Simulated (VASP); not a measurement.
# MgS (P6_3mc) in VASP: notebook, part 2 of 2

VASP 6.6.1. Earlier steps stand in the parts before.

### 5 Single point, HSE(alpha, omega)

POSCAR

```
MgS
1.0
    4.0346224068      0.0000000000      0.0000000000
   -2.0173112034      3.4940854990      0.0000000000
    0.0000000000      0.0000000000      6.4322941800
S Mg
2 2
Direct
    0.6666666667      0.3333333333      0.8792441500
    0.3333333333      0.6666666667      0.3792441500
    0.3333333333      0.6666666667      0.9957548500
    0.6666666667      0.3333333333      0.4957548500
```

INCAR.step1

```
SYSTEM = MgS
ALGO     = Normal         ! electronic algorithm
EDIFF    = 1E-5           ! SCF threshold, eV
ENCUT    = 520            ! plane-wave cutoff, eV
GGA      = PE             ! functional
ISIF     = 2              ! what is computed and relaxed
ISMEAR   = -1             ! smearing method
LASPH    = .True.         ! aspherical terms in the spheres
LCHARG   = .False.        ! write CHGCAR
LREAL    = .False.        ! projectors in reciprocal space
LWAVE    = .True.         ! write WAVECAR
NELM     = 100            ! most SCF steps
PREC     = Accurate       ! precision mode
SIGMA    = 0.05           ! smearing width, eV
```

INCAR.step2

```
SYSTEM = MgS
AEXX     = 0.2            ! exact-exchange fraction
ALGO     = Normal         ! electronic algorithm
EDIFF    = 1E-7           ! SCF threshold, eV
ENCUT    = 520            ! plane-wave cutoff, eV
GGA      = PE             ! functional
HFSCREEN = 0.2            ! screening, 1/A
ISIF     = 2              ! what is computed and relaxed
ISMEAR   = -1             ! smearing method
ISTART   = 1            
LASPH    = .True.         ! aspherical terms in the spheres
LCHARG   = .False.        ! write CHGCAR
LHFCALC  = .True.         ! exact exchange
LREAL    = .False.        ! projectors in reciprocal space
LWAVE    = .False.        ! write WAVECAR
NELM     = 100            ! most SCF steps
PREC     = Accurate       ! precision mode
PRECFOCK = Fast         
SIGMA    = 0.05           ! smearing width, eV
```

KPOINTS

```
k-points
0
Gamma
  4 4 2
  0 0 0
```

Potentials or basis: VASP PAW PBE potentials, release 64 (S, Mg).

On the command line:

```
> cat potpaw_PBE.64/S/POTCAR potpaw_PBE.64/Mg/POTCAR > POTCAR
> cp INCAR.step1 INCAR
> mpirun -np 1 vasp_std > vasp.out
> cp INCAR.step2 INCAR
> mpirun -np 1 vasp_std > vasp.out
```

OUTCAR:

```text
SYSTEM = MgS
   AEXX = 0.2
   EDIFF = 1E-7
   ENCUT = 520
   GGA = PE
   HFSCREEN = 0.2
   ISIF = 2
   ISMEAR = -1
   ISTART = 1
   LASPH = .True.
   LHFCALC = .True.
   LREAL = .False.
   NELM = 100
   PREC = Accurate
   PRECFOCK = Fast

 ion  position               nearest neighbor table
   1  0.667  0.333  0.879-   3 2.45   3 2.45   3 2.45   4 2.47
   2  0.333  0.667  0.379-   4 2.45   4 2.45   4 2.45   3 2.47
   3  0.333  0.667  0.996-   1 2.45   1 2.45   1 2.45   2 2.47
   4  0.667  0.333  0.496-   2 2.45   2 2.45   2 2.45   1 2.47

  LATTYP: Found a hexagonal cell.
 ALAT       =     4.0346224068
 C/A-ratio  =     1.5942741430

  Lattice vectors:

 A1 = (   4.0346224068,   0.0000000000,   0.0000000000)
 A2 = (  -2.0173112034,   3.4940854990,   0.0000000000)
 A3 = (   0.0000000000,   0.0000000000,   6.4322941800)

Analysis of symmetry for initial positions (statically):
=====================================================================
 Subroutine PRICEL returns:
 Original cell was already a primitive cell.
[... 181 lines left out ...]
      5      -0.0110      2.00000
      6       0.4445      2.00000
      7       0.4445      2.00000
      8       0.6161      2.00000
      9       4.9047      0.00000
     10       6.1754      0.00000
     11       9.0609      0.00000
     12       9.0609      0.00000
[... 91 lines left out ...]
 k-point     8 :       0.2500    0.2500    0.5000
  band No.  band energies     occupation
      1     -10.8809      2.00000
      2     -10.8809      2.00000
      3      -2.4008      2.00000
      4      -2.4008      2.00000
      5      -1.0861      2.00000
      6      -1.0861      2.00000
      7      -0.0351      2.00000
      8      -0.0351      2.00000
      9       6.9754      0.00000
     10       6.9754      0.00000
     11       8.4117      0.00000
     12       8.4117      0.00000

------------------------ aborting loop because EDIFF is reached ----------------------------------------

  FORCE on cell =-STRESS in cart. coord.  units (eV):
  Direction    XX          YY          ZZ          XY          YZ          ZX
  --------------------------------------------------------------------------------------
  -------------------------------------------------------------------------------------
  Total        0.1109030      0.1109030     -0.0798358      0.0000000      0.0000000     -0.0000000
  in kB        1.9595286      1.9595286     -1.4106073      0.0000000      0.0000000     -0.0000000
  external PRESSURE =       0.8361500 kB  Pullay stress =       0.0000000 kB

 VOLUME and BASIS-vectors are now :
 -----------------------------------------------------------------------------
  energy-cutoff  :      520.00
  volume of cell :       90.68
      direct lattice vectors                 reciprocal lattice vectors
     4.034622407  0.000000000  0.000000000     0.247854669  0.143098960  0.000000000
    -2.017311203  3.494085499  0.000000000     0.000000000  0.286197919  0.000000000
     0.000000000  0.000000000  6.432294180     0.000000000  0.000000000  0.155465526

 POSITION                                       TOTAL-FORCE (eV/Angst)
 -----------------------------------------------------------------------------------
      2.01731      1.16470      5.65556        -0.000000     -0.000000     -0.050749
     -0.00000      2.32939      2.43941         0.000000      0.000000     -0.050749
     -0.00000      2.32939      6.40499         0.000000     -0.000000      0.050749
      2.01731      1.16470      3.18884        -0.000000     -0.000000      0.050749
 -----------------------------------------------------------------------------------
    total drift:                                0.000000     -0.000000     -0.000131

  FREE ENERGIE OF THE ION-ELECTRON SYSTEM (eV)
  ---------------------------------------------------
  free  energy   TOTEN  =       -19.1924156645 eV

  energy  without entropy=      -19.1924156644  energy(sigma->0) =      -19.19241566
```

OUTCAR.step1:

```text
SYSTEM = MgS
   EDIFF = 1E-5
   ENCUT = 520
   GGA = PE
   ISIF = 2
   ISMEAR = -1
   LASPH = .True.
[... 333 lines left out ...]
     -0.00000      2.32939      2.43941        -0.000000      0.000000     -0.047200
     -0.00000      2.32939      6.40499        -0.000000     -0.000000      0.047200
      2.01731      1.16470      3.18884         0.000000     -0.000000      0.047200
 -----------------------------------------------------------------------------------
    total drift:                                0.000000     -0.000000      0.000069

  FREE ENERGIE OF THE ION-ELECTRON SYSTEM (eV)
  ---------------------------------------------------
  free  energy   TOTEN  =       -16.9619520539 eV

  energy  without entropy=      -16.9619520538  energy(sigma->0) =      -16.96195205
```

OSZICAR.step1:

```text
N       E                     dE             d eps       ncg     rms          rms(c)
DAV:   1     0.701685663195E+02    0.70169E+02   -0.60666E+03   192   0.108E+03
DAV:   2    -0.122493953885E+02   -0.82418E+02   -0.76112E+02   312   0.162E+02
DAV:   3    -0.179005108004E+02   -0.56511E+01   -0.56242E+01   236   0.496E+01
DAV:   4    -0.179830774448E+02   -0.82567E-01   -0.82505E-01   236   0.734E+00
DAV:   5    -0.179847891765E+02   -0.17117E-02   -0.17115E-02   244   0.104E+00    0.572E+00
DAV:   6    -0.170148887108E+02    0.96990E+00   -0.20816E+00   196   0.753E+00    0.461E+00
DAV:   7    -0.169444419400E+02    0.70447E-01   -0.41764E-01   232   0.348E+00    0.326E+00
DAV:   8    -0.169621958061E+02   -0.17754E-01   -0.28894E-02   200   0.149E+00    0.115E+00
DAV:   9    -0.169610525866E+02    0.11432E-02   -0.17599E-03   236   0.331E-01    0.248E-01
DAV:  10    -0.169619492141E+02   -0.89663E-03   -0.14613E-03   200   0.256E-01    0.578E-02
DAV:  11    -0.169619520539E+02   -0.28398E-05   -0.96700E-05   244   0.590E-02
   1 F= -.16961952E+02 E0= -.16961952E+02  d E =-.939436E-10
```

Wall time 85 s (1 thread of Intel Xeon Platinum 8488C (Sapphire Rapids), shared host); peak memory 0.29 GiB.

Results:

| Item | Value |
| --- | --- |
| Free energy | -19.1924 eV |
| Pressure | 0.1 GPa |
| Largest force | 0.051 eV/Å |
| Band gap on the k mesh | 4.29 eV, direct |

Forces in eV/Å, atoms in the order of the input:
```
S    0.000  0.000 -0.051
S    0.000  0.000 -0.051
Mg   0.000  0.000  0.051
Mg   0.000  0.000  0.051
```

Caveat: the k mesh is coarse (spacing up to 0.49 Å⁻¹), so the values aren't converged, least of all with exact exchange; the PAW data sets were made with another functional, which shifts forces and pressure a little.

### 6 The runs side by side

```csv
share of exact exchange,gap on the mesh (eV),pressure (GPa),largest force (eV/Å)
0.05,3.64,0.7,0.05
0.1,3.86,0.5,0.05
0.15,4.07,0.3,0.05
0.2,4.29,0.1,0.05
```

Alike in all rows: task single point; level HSE(alpha, omega); potentials or basis VASP PAW PBE potentials, release 64 (S, Mg); no spin polarisation; cell as given; k mesh 4 × 4 × 2; cutoff (eV) 520; smearing fermi-dirac 0.05 eV; the mesh is coarse, so values aren't converged.

Caveats: all runs use coarse meshes; the PAW data sets were made with another functional, which shifts forces and pressure a little.

Absolute energies hang on the potentials; compare differences alone.
